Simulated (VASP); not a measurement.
# Tl (P6_3/mmc) in VASP: a series of runs

The runs below take Tl through single point, with PBEsol.

Everything below comes from runs of VASP 6.6.1. Logs are shortened: lines on timing, memory, paths and dates and some standing lists are left out, and cuts for length are marked.

**1. The crystal as given**

It takes space group P6_3/mmc (No. 194, hexagonal). Conventional cell: a = 3.456 Å, b = 3.456 Å, c = 5.525 Å, α = 90.00°, β = 90.00°, γ = 120.00°. Tl (site symmetry -6m2) is surrounded by 12 Tl at 3.41 to 3.46 Å.

**2. Single point, PBEsol**

INCAR reads:

```
PREC = Accurate ; ENCUT = 250
EDIFF = 1E-6 ; ISMEAR = 1
SIGMA = 0.1 ; LREAL = False
LASPH = True ; NELM = 100
ALGO = Normal ; ISIF = 2
LWAVE = False ; LCHARG = False
GGA = PS ; NBANDS = 20
ADDGRID = False
```

KPOINTS reads:

```
regular mesh
0
Gamma
  6 6 4
```

POSCAR reads:

```
Tl
1.0
    3.4560000000      0.0000000000      0.0000000000
   -1.7280000000      2.9929837955      0.0000000000
    0.0000000000      0.0000000000      5.5250000000
Tl
2
Direct
    0.6666666667      0.3333333333      0.7500000000
    0.3333333333      0.6666666667      0.2500000000
```

Potentials or basis: VASP PAW PBE potentials, release 64 (Tl_d).

Command:

```bash
$ cat potpaw_PBE.64/Tl_d/POTCAR > POTCAR
$ mpirun -np 1 vasp_std > vasp.out
```

OUTCAR:

```text
PREC = Accurate
   ENCUT = 250
   EDIFF = 1E-6
   ISMEAR = 1
   LREAL = False
   LASPH = True
   NELM = 100
   ISIF = 2
   GGA = PS

 Found     21 irreducible k-points:

 Following reciprocal coordinates:
            Coordinates               Weight
  0.000000  0.000000  0.000000      1.000000
  0.166667  0.000000  0.000000      6.000000
  0.333333  0.000000  0.000000      6.000000
  0.500000  0.000000  0.000000      3.000000
  0.166667  0.166667  0.000000      6.000000
  0.333333  0.166667  0.000000     12.000000
   k-points           NKPTS =     21   k-points in BZ     NKDIM =     21   number of bands    NBANDS=     20
   number of dos      NEDOS =    301   number of ions     NIONS =      2
   total plane-waves  NPLWV =   9072
   dimension x,y,z NGX =    18 NGY =   18 NGZ =   28
   dimension x,y,z NGXF=    36 NGYF=   36 NGZF=   56
   ions per type =               2
   NGX,Y,Z   is equivalent  to a cutoff of   8.66,  8.66,  8.43 a.u.
   NGXF,Y,Z  is equivalent  to a cutoff of  17.32, 17.32, 16.85 a.u.
 SYSTEM =  unknown system
   PREC   = accura    normal or accurate (medium, high low for compatibility)
   ISTART =      0    job   : 0-new  1-cont  2-samecut
   ICHARG =      2    charge: 1-file 2-atom 10-const
   ISPIN  =      1    spin polarized calculation?
   LNONCOLLINEAR =      F non collinear calculations
   LSORBIT =      F    spin-orbit coupling
   LASPH  =      T    aspherical Exc in radial PAW
   ENCUT  =  250.0 eV  18.37 Ry    4.29 a.u.   4.46  4.46  7.12*2*pi/ulx,y,z
   NELM   =    100;   NELMIN=  2; NELMDL= -5     # of ELM steps
   EDIFF  = 0.1E-05   stopping-criterion for ELM
   LREAL  =      F    real-space projection
   EDIFFG = 0.1E-04   stopping-criterion for IOM
   NSW    =      0    number of steps for IOM
   IBRION =     -1    ionic relax: 0-MD 1-quasi-New 2-CG
   NFREE  =      0    steps in history (QN), initial steepest desc. (CG)
   ISIF   =      2    stress and relaxation
   ISYM   =      2    0-nonsym 1-usesym 2-fastsym
   POTIM  = 0.5000    time-step for ionic-motion
   TEBEG  =    0.0;   TEEND  =   0.0 temperature during run
   PSTRESS=    0.0 pullay stress
   NELECT =      26.0000    total number of electrons
   NUPDOWN=      -1.0000    fix difference up-down
   EMIN   =  10.00;   EMAX   =-10.00  energy-range for DOS
   EFERMI =   0.00;   METHOD = LEGACY
   ISMEAR =     1;   SIGMA  =   0.10  broadening in eV -4-tet -1-fermi 0-gaus
   EFERMI_NEDOS =   21; number of points for ismear=-14 and -15
   IALGO  =     38    algorithm
   IMIX   =      4    mixing-type and parameters
     AMIX     =   0.40;   BMIX     =  1.00
     AMIX_MAG =   1.60;   BMIX_MAG =  1.00
  volume/ion in A,a.u.               =      28.57       192.83
  Fermi-wavevector in a.u.,A,eV,Ry     =   1.259107  2.379366 21.569987  1.585349
  Thomas-Fermi vector in A             =   2.392683
   LORBIT       =      0    0 simple, 1 ext, 2 COOP (PROOUT), +10 PAW based schemes
   GGA     = PS    functional components
   LHFCALC =     F    Hartree Fock is set to
   AEXX    =    0.0000 exact exchange contribution
   IVDW    =     0    specifies the selected vdW correction
   LEPSILON=     F    determine dielectric tensor
   LRPA    =     F    only Hartree local field effects (RPA)
 non-spin polarized calculation
 Methfessel and Paxton  Order N= 1 SIGMA  =   0.10
  energy-cutoff  :      250.00
  volume of cell :       57.15
 maximum number of plane-waves:       537
 NGX is ok and might be reduce to    18
   NGX =  9   NGY =  9   NGZ = 15

 number of electron      25.9999938 magnetization

 Free energy of the ion-electron system (eV)
  ---------------------------------------------------
  ext. energy  EPLUGINS =         0.00000000
  ---------------------------------------------------
  free energy    TOTEN  =        -5.24916486 eV

  energy without entropy =       -5.24750765  energy(sigma->0) =       -5.24861246

 E-fermi :   6.4256     XC(G=0): -10.3717

 val. band max:        6.3696786897   @ k =   0.1667   0.0000   0.2500
 cond. band min:       6.4369528338   @ k =   0.3333   0.3333   0.2500
 fundamental gap:      0.0672741441
 Fermi energy:         6.4255918436

 k-point     1 :       0.0000    0.0000    0.0000
  band No.  band energies     occupation
      1      -5.3360      2.00000
      2      -5.0969      2.00000
      3      -5.0857      2.00000
      4      -5.0857      2.00000
      5      -5.0315      2.00000
      6      -5.0315      2.00000
[... 12 lines left out ...]
     19      17.2057      0.00000
     20      17.3014      0.00000

 k-point     2 :       0.1667    0.0000    0.0000
  band No.  band energies     occupation
      1      -5.2879      2.00000
      2      -5.1439      2.00000
      3      -5.0506      2.00000
      4      -5.0311      2.00000
      5      -5.0104      2.00000
      6      -4.9727      2.00000
[... 12 lines left out ...]
     19      16.7471      0.00000
     20      18.2276      0.00000

 k-point     3 :       0.3333    0.0000    0.0000
  band No.  band energies     occupation
      1      -5.3944      2.00000
      2      -5.2053      2.00000
      3      -5.1803      2.00000
      4      -5.0951      2.00000
      5      -4.9560      2.00000
      6      -4.8591      2.00000
[... 12 lines left out ...]
     19      15.2996      0.00000
     20      16.7103      0.00000

 k-point     4 :       0.5000    0.0000    0.0000
  band No.  band energies     occupation
      1      -5.4583      2.00000
      2      -5.3001      2.00000
      3      -5.2302      2.00000
      4      -5.1331      2.00000
      5      -4.9076      2.00000
      6      -4.8912      2.00000
[... 12 lines left out ...]
     19      14.5981      0.00000
     20      16.1692      0.00000

 k-point     5 :       0.1667    0.1667    0.0000
  band No.  band energies     occupation
      1      -5.2276      2.00000
      2      -5.2186      2.00000
      3      -5.1558      2.00000
      4      -5.0762      2.00000
      5      -4.9815      2.00000
      6      -4.8969      2.00000
[... 12 lines left out ...]
     19      15.6986      0.00000
     20      17.7547      0.00000

 k-point     6 :       0.3333    0.1667    0.0000
  band No.  band energies     occupation
      1      -5.3169      2.00000
      2      -5.3044      2.00000
      3      -5.1404      2.00000
      4      -5.0987      2.00000
      5      -4.9174      2.00000
      6      -4.9086      2.00000
[... 12 lines left out ...]
     19      14.4196      0.00000
     20      17.5624      0.00000

 [... further k-points ...]
[... 5 lines left out ...]
  --------------------------------------------------------------------------------------
  -------------------------------------------------------------------------------------
  Total       -0.5133580     -0.5133580      0.5309084     -0.0000000     -0.0000000      0.0000000
  in kB      -14.3919784    -14.3919784     14.8840036     -0.0000000     -0.0000000      0.0000000
  external PRESSURE =      -4.6333178 kB  Pullay stress =       0.0000000 kB

 VOLUME and BASIS-vectors are now :
 -----------------------------------------------------------------------------
  energy-cutoff  :      250.00
  volume of cell :       57.15
      direct lattice vectors                 reciprocal lattice vectors
     3.456000000  0.000000000  0.000000000     0.289351852  0.167057370  0.000000000
    -1.728000000  2.992983795  0.000000000     0.000000000  0.334114739  0.000000000
     0.000000000  0.000000000  5.525000000     0.000000000  0.000000000  0.180995475

 POSITION                                       TOTAL-FORCE (eV/Angst)
 -----------------------------------------------------------------------------------
      1.72800      0.99766      4.14375        -0.000000      0.000000      0.000000
     -0.00000      1.99532      1.38125         0.000000     -0.000000      0.000000
 -----------------------------------------------------------------------------------
    total drift:                               -0.000000      0.000000     -0.000000

  FREE ENERGIE OF THE ION-ELECTRON SYSTEM (eV)
  ---------------------------------------------------
  free  energy   TOTEN  =        -5.2491648609 eV

  energy  without entropy=       -5.2475076539  energy(sigma->0) =       -5.24861246
```

Wall time 4.4 s (1 thread of AMD EPYC 9R45 (Zen 5), shared host); peak memory 0.09 GiB.

The run converged, but some of its settings lie outside the range that counts as converged, so its numbers aren't taken as properties of the crystal.

What came out:

```yaml
Free_energy: -5.2492 eV
Band_gap_on_the_k_mesh: none (metal or under the smearing width)
```

Caveat: the cutoff is under 1.25 times the usual one of these potentials, so pressure, stress and relaxed cells hold a basis-set (Pulay) error; the PAW data sets were made with another functional, which shifts forces and pressure a little.

**3. Single point, PBEsol**

INCAR, as its differences from that of step 2:

```diff
@@ -1,2 +1,2 @@
-PREC = Accurate ; ENCUT = 250
+PREC = Accurate ; ENCUT = 700
 EDIFF = 1E-6 ; ISMEAR = 1
```

KPOINTS reads:

```
regular mesh
0
Gamma
  4 4 2
```

POSCAR is that of step 2.

Potentials or basis: VASP PAW PBE potentials, release 64 (Tl_d).

Command:

```bash
$ cat potpaw_PBE.64/Tl_d/POTCAR > POTCAR
$ mpirun -np 1 vasp_std > vasp.out
```

OUTCAR:

```text
PREC = Accurate
   ENCUT = 700
   EDIFF = 1E-6
   ISMEAR = 1
   LREAL = False
   LASPH = True
   NELM = 100
   ISIF = 2
   GGA = PS

 Found      8 irreducible k-points:

 Following reciprocal coordinates:
            Coordinates               Weight
  0.000000  0.000000  0.000000      1.000000
  0.250000  0.000000  0.000000      6.000000
  0.500000  0.000000  0.000000      3.000000
  0.250000  0.250000  0.000000      6.000000
  0.000000  0.000000  0.500000      1.000000
  0.250000  0.000000  0.500000      6.000000
   k-points           NKPTS =      8   k-points in BZ     NKDIM =      8   number of bands    NBANDS=     20
   number of dos      NEDOS =    301   number of ions     NIONS =      2
   total plane-waves  NPLWV =  43200
   dimension x,y,z NGX =    30 NGY =   30 NGZ =   48
   dimension x,y,z NGXF=    60 NGYF=   60 NGZF=   96
   ions per type =               2
   NGX,Y,Z   is equivalent  to a cutoff of  14.43, 14.43, 14.44 a.u.
   NGXF,Y,Z  is equivalent  to a cutoff of  28.86, 28.86, 28.89 a.u.
 SYSTEM =  unknown system
   PREC   = accura    normal or accurate (medium, high low for compatibility)
   ISTART =      0    job   : 0-new  1-cont  2-samecut
   ICHARG =      2    charge: 1-file 2-atom 10-const
   ISPIN  =      1    spin polarized calculation?
   LNONCOLLINEAR =      F non collinear calculations
   LSORBIT =      F    spin-orbit coupling
[... 53 lines left out ...]
 E-fermi :   6.3136     XC(G=0): -10.3593

 val. band max:        6.2936328282   @ k =   0.2500   0.2500   0.0000
 cond. band min:       6.6257304324   @ k =   0.2500   0.2500   0.0000
 fundamental gap:      0.3320976042
 Fermi energy:         6.3135847958

 k-point     1 :       0.0000    0.0000    0.0000
  band No.  band energies     occupation
      1      -5.3228      2.00000
      2      -5.0827      2.00000
      3      -5.0699      2.00000
      4      -5.0699      2.00000
      5      -5.0155      2.00000
      6      -5.0155      2.00000
[... 127 lines left out ...]
     19      15.6118      0.00000
     20      15.6118      0.00000

 [... further k-points ...]

------------------------ aborting loop because EDIFF is reached ----------------------------------------

  FORCE on cell =-STRESS in cart. coord.  units (eV):
  Direction    XX          YY          ZZ          XY          YZ          ZX
  --------------------------------------------------------------------------------------
  -------------------------------------------------------------------------------------
  Total        1.0885614      1.0885614     -0.1700801      0.0000000     -0.0000000      0.0000000
  in kB       30.5177948     30.5177948     -4.7681926      0.0000000     -0.0000000      0.0000000
  external PRESSURE =      18.7557990 kB  Pullay stress =       0.0000000 kB

 VOLUME and BASIS-vectors are now :
 -----------------------------------------------------------------------------
  energy-cutoff  :      700.00
  volume of cell :       57.15
      direct lattice vectors                 reciprocal lattice vectors
     3.456000000  0.000000000  0.000000000     0.289351852  0.167057370  0.000000000
    -1.728000000  2.992983795  0.000000000     0.000000000  0.334114739  0.000000000
     0.000000000  0.000000000  5.525000000     0.000000000  0.000000000  0.180995475

 POSITION                                       TOTAL-FORCE (eV/Angst)
 -----------------------------------------------------------------------------------
      1.72800      0.99766      4.14375        -0.000000     -0.000000      0.000000
     -0.00000      1.99532      1.38125         0.000000      0.000000      0.000000
 -----------------------------------------------------------------------------------
    total drift:                               -0.000000      0.000000     -0.000000

  FREE ENERGIE OF THE ION-ELECTRON SYSTEM (eV)
  ---------------------------------------------------
  free  energy   TOTEN  =        -5.1550248241 eV

  energy  without entropy=       -5.1505128238  energy(sigma->0) =       -5.15352082
```

stdout:

```text
POSCAR found type information on POSCAR Tl
 POSCAR found :  1 types and       2 ions
 scaLAPACK will be used
 -----------------------------------------------------------------------------
|                                                                             |
|                                                                             |
|     You enforced a specific xc type in the INCAR file but a different       |
|     I HOPE YOU KNOW WHAT YOU ARE DOING!                                     |
|                                                                             |
 -----------------------------------------------------------------------------

 LDA part: xc-table for (Slater+PW92), standard interpolation
 POSCAR, INCAR and KPOINTS ok, starting setup
 FFT: planning ... GRIDC
 FFT: planning ... GRID_SOFT
 FFT: planning ... GRID
 WAVECAR not read
 entering main loop
```

It took 6.8 s on 1 thread of AMD EPYC 9R45 (Zen 5), shared host; peak memory 0.16 GiB.

The run converged, but some of its settings lie outside the range that counts as converged, so its numbers aren't taken as properties of the crystal.

What came out:

```
Free energy            : -5.1550 eV
Pressure               : 1.9 GPa
Band gap on the k mesh : none (metal or under the smearing width)
```

Caveat: the k mesh is coarse (spacing up to 0.57 Å⁻¹), so the values aren't converged; the PAW data sets were made with another functional, which shifts forces and pressure a little.

**4. Single point, PBEsol**

INCAR, as its differences from that of step 3:

```diff
@@ -1,2 +1,2 @@
-PREC = Accurate ; ENCUT = 700
+PREC = Accurate ; ENCUT = 350
 EDIFF = 1E-6 ; ISMEAR = 1
```

KPOINTS reads:

```
regular mesh
0
Gamma
  6 6 4
```

POSCAR is that of step 3.

Potentials or basis: VASP PAW PBE potentials, release 64 (Tl_d).

Command:

```bash
$ cat potpaw_PBE.64/Tl_d/POTCAR > POTCAR
$ mpirun -np 1 vasp_std > vasp.out
```

OUTCAR:

```text
PREC = Accurate
   ENCUT = 350
   EDIFF = 1E-6
   ISMEAR = 1
   LREAL = False
   LASPH = True
   NELM = 100
   ISIF = 2
   GGA = PS

 Found     21 irreducible k-points:

 Following reciprocal coordinates:
            Coordinates               Weight
  0.000000  0.000000  0.000000      1.000000
  0.166667  0.000000  0.000000      6.000000
  0.333333  0.000000  0.000000      6.000000
  0.500000  0.000000  0.000000      3.000000
  0.166667  0.166667  0.000000      6.000000
  0.333333  0.166667  0.000000     12.000000
   k-points           NKPTS =     21   k-points in BZ     NKDIM =     21   number of bands    NBANDS=     20
   number of dos      NEDOS =    301   number of ions     NIONS =      2
   total plane-waves  NPLWV =  20736
   dimension x,y,z NGX =    24 NGY =   24 NGZ =   36
   dimension x,y,z NGXF=    48 NGYF=   48 NGZF=   72
   ions per type =               2
   NGX,Y,Z   is equivalent  to a cutoff of  11.54, 11.54, 10.83 a.u.
   NGXF,Y,Z  is equivalent  to a cutoff of  23.09, 23.09, 21.66 a.u.
 SYSTEM =  unknown system
   PREC   = accura    normal or accurate (medium, high low for compatibility)
   ISTART =      0    job   : 0-new  1-cont  2-samecut
   ICHARG =      2    charge: 1-file 2-atom 10-const
   ISPIN  =      1    spin polarized calculation?
   LNONCOLLINEAR =      F non collinear calculations
[... 47 lines left out ...]
  ext. energy  EPLUGINS =         0.00000000
  ---------------------------------------------------
  free energy    TOTEN  =        -5.23312721 eV

  energy without entropy =       -5.23144634  energy(sigma->0) =       -5.23256692

 E-fermi :   6.4261     XC(G=0): -10.3717

 val. band max:        6.3706705227   @ k =   0.1667   0.0000   0.2500
 cond. band min:       6.4370117688   @ k =   0.3333   0.3333   0.2500
 fundamental gap:      0.0663412461
 Fermi energy:         6.4261416713

 k-point     1 :       0.0000    0.0000    0.0000
  band No.  band energies     occupation
      1      -5.3540      2.00000
      2      -5.1153      2.00000
      3      -5.1046      2.00000
      4      -5.1046      2.00000
      5      -5.0500      2.00000
      6      -5.0500      2.00000
[... 127 lines left out ...]
     19      14.4120      0.00000
     20      17.5524      0.00000

 [... further k-points ...]
[... 5 lines left out ...]
  --------------------------------------------------------------------------------------
  -------------------------------------------------------------------------------------
  Total       -0.5776488     -0.5776488      0.4728916      0.0000000      0.0000000      0.0000000
  in kB      -16.1943695    -16.1943695     13.2575058      0.0000000      0.0000000      0.0000000
  external PRESSURE =      -6.3770778 kB  Pullay stress =       0.0000000 kB

 VOLUME and BASIS-vectors are now :
 -----------------------------------------------------------------------------
  energy-cutoff  :      350.00
  volume of cell :       57.15
      direct lattice vectors                 reciprocal lattice vectors
     3.456000000  0.000000000  0.000000000     0.289351852  0.167057370  0.000000000
    -1.728000000  2.992983795  0.000000000     0.000000000  0.334114739  0.000000000
     0.000000000  0.000000000  5.525000000     0.000000000  0.000000000  0.180995475

 POSITION                                       TOTAL-FORCE (eV/Angst)
 -----------------------------------------------------------------------------------
      1.72800      0.99766      4.14375        -0.000000     -0.000000      0.000000
     -0.00000      1.99532      1.38125         0.000000      0.000000      0.000000
 -----------------------------------------------------------------------------------
    total drift:                               -0.000000      0.000000     -0.000000

  FREE ENERGIE OF THE ION-ELECTRON SYSTEM (eV)
  ---------------------------------------------------
  free  energy   TOTEN  =        -5.2331272081 eV

  energy  without entropy=       -5.2314463373  energy(sigma->0) =       -5.23256692
```

Run time: 7.2 s. Hardware: 1 thread of AMD EPYC 9R45 (Zen 5), shared host; peak memory 0.11 GiB.

These settings aren't checked as converged: the numbers below hold their error.

Results:

* Free energy: -5.2331 eV
* Pressure: -0.6 GPa
* Band gap on the k mesh: none (metal or under the smearing width)

Caveat: the PAW data sets were made with another functional, which shifts forces and pressure a little.
